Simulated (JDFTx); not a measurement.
Runs of JDFTx 1.7.0 (patched build) on SiC (Moissanite). It takes space group P6_3mc (No. 186, hexagonal). Conventional cell: a = 3.076 Å, b = 3.076 Å, c = 5.048 Å, α = 90.00°, β = 90.00°, γ = 120.00°. Si (site symmetry 3m) has 4 C at 1.87 to 1.94 Å as nearest neighbours. C (site symmetry 3m) is surrounded by 4 Si at 1.87 to 1.94 Å. 

```csv
task,level,potentials or basis,cell,k mesh,cutoff (eV),smearing,max SCF steps,SCF threshold on the energy,solver of the electrons,further solve for the empty bands,symmetries,mesh quality,gap on the mesh (eV),pressure (GPa),V0 of scaled cells (Å³/atom),B0 (GPa),largest force (eV/Å)
relaxation of cell and atoms,PBE+D3,PseudoDojo-SR-PBE-0.5-standard,relaxed,10 × 10 × 5,1116,fermi-dirac 0.05 eV,100,1e-09 Ha,scf,no,-,not flagged,2.45,0.0,-,-,-
screening,PBE,PseudoDojo-SR-PBE-0.5-standard,as given,4 × 4 × 2,1116,fermi-dirac 0.05 eV,100,1e-09 Ha,scf,yes,none,coarse,(a),3.9,-,-,0.69
single point,r2SCAN,SG15-PBE-1.2,as given,10 × 10 × 5,1088,fermi-dirac 0.05 eV,100,1e-09 Ha,scf,yes,-,not flagged,2.88,1.6,-,-,0.78
single point,BLYP,PseudoDojo-SR-PBE-0.5-standard with smoothed tails,as given,10 × 10 × 5,1116,gaussian 0.05 eV,100,1e-09 Ha,scf,yes,-,not flagged,2.82,10.2,-,-,0.77
equation of state,PBEsol,PseudoDojo-SR-PBEsol-0.4.1-standard with smoothed tails,as given,10 × 10 × 5,1116,fermi-dirac 0.05 eV,100,1e-09 Ha,scf,-,-,not flagged,-,-,10.36,221,-
equation of state,PBE,PseudoDojo-SR-PBE-0.5-standard,as given,10 × 10 × 5,1116,fermi-dirac 0.05 eV,100,1e-09 Ha,scf,-,-,not flagged,-,-,10.52,(b),-
single point,LDA,PseudoDojo-SR-LDA-0.4.1-standard,as given,10 × 10 × 5,1116,fermi-dirac 0.05 eV,100,1e-09 Ha,scf,yes,-,not flagged,2.38,-4.5,-,-,0.73
```

Alike in all rows: no spin polarisation.

Task: Estimate the missing entries.

Result: (a) 2.58; (b) 212.

Caveats: some runs use coarse meshes; an odd mesh through Γ misses points on the zone boundary, where band edges often lie (some runs); the potentials were made for another functional, which shifts forces and pressure (some runs); the empty levels aren't tightly converged (some runs); the cell was scaled at fixed shape and fractional positions, which overstates the stiffness of a crystal with free parameters, most of all of layers and chains (some runs); meta-GGA forces are noisy on this grid (some runs).

A gap of «none» marks a metal or a gap under the smearing width.

Not every run made on this cell is shown here.
